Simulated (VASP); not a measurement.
Write the native input for VASP 6.6.1 that does the following.

```yaml
Task: relaxation of cell and atoms
Functional: PBE
Potentials_or_basis: VASP PAW PBE potentials, release 64 (Bi_d, H)
Cutoff: 600 eV
k_mesh: 8 × 8 × 8
Occupations: gaussian, width 0.05 eV
Spin: no spin polarisation
Further_INCAR_settings: ALGO = Fast; EDIFF = 1e-06; IBRION = 2; EDIFFG = -0.02; NSW = 60; ISIF = 3
```

The structure of BiH3 lies in POSCAR:

```
BiH3
1.0
   -2.3844778300      2.3844778300      2.7854136900
    2.3844778300     -2.3844778300      2.7854136900
    2.3844778300      2.3844778300     -2.7854136900
Bi H
1 3
Direct
    0.5000000000      0.5000000000      0.0000000000
    0.8310211500      0.8310211500      0.0000000000
    0.1689788500      0.1689788500      0.0000000000
    0.0000000000      0.0000000000      0.0000000000
```

The cell was built by a generator and needn't be a form met in nature.

The input as run:

INCAR

```
PREC     = Accurate       # precision mode
ENCUT    = 600            # plane-wave cutoff, eV
EDIFF    = 1E-6           # SCF threshold, eV
ISMEAR   = 0              # smearing method
SIGMA    = 0.05           # smearing width, eV
LREAL    = False          # projectors in reciprocal space
LASPH    = True           # aspherical terms in the spheres
NELM     = 100            # most SCF steps
ALGO     = Fast           # electronic algorithm
ISIF     = 3              # what is computed and relaxed
LWAVE    = False          # write WAVECAR
LCHARG   = False          # write CHGCAR
GGA      = PE             # functional
IBRION   = 2              # ionic algorithm
NSW      = 60             # ionic steps
EDIFFG   = -0.02          # ionic threshold
```

KPOINTS

```
Automatic mesh
0
Gamma
  8 8 8
```

Potentials or basis: VASP PAW PBE potentials, release 64 (Bi_d, H).

The run is started by

```console
$ cat potpaw_PBE.64/Bi_d/POTCAR potpaw_PBE.64/H/POTCAR > POTCAR
$ mpirun -np 1 vasp_std > vasp.out
```

Results of the run:

```json
{
 "Relaxed volume": "12.19 Å³/atom",
 "Relaxed cell": "a = 4.187 Å, b = 4.187 Å, c = 4.187 Å, α = 123.63°, β = 123.63°, γ = 83.83°",
 "Space group after relaxing (to 0.05 Å)": "I4/mmm (No. 139)",
 "Energy gained by relaxing": "118.4 meV/atom",
 "Ionic steps": "17",
 "Pressure after relaxing": "0.0 GPa",
 "Largest force after relaxing": "0.003 eV/Å",
 "Band gap on the k mesh": "none (metal or under the smearing width)"
}
```

Caveat: the volume moved by over 15 % at a fixed basis, so the end points are rough; spin-orbit coupling is left out, which moves the levels of the heavy elements.

It took 6.2 min on 1 thread of Intel(R) Xeon(R) Platinum 8559C (Emerald Rapids) (shared host), peak memory 0.25 GiB.
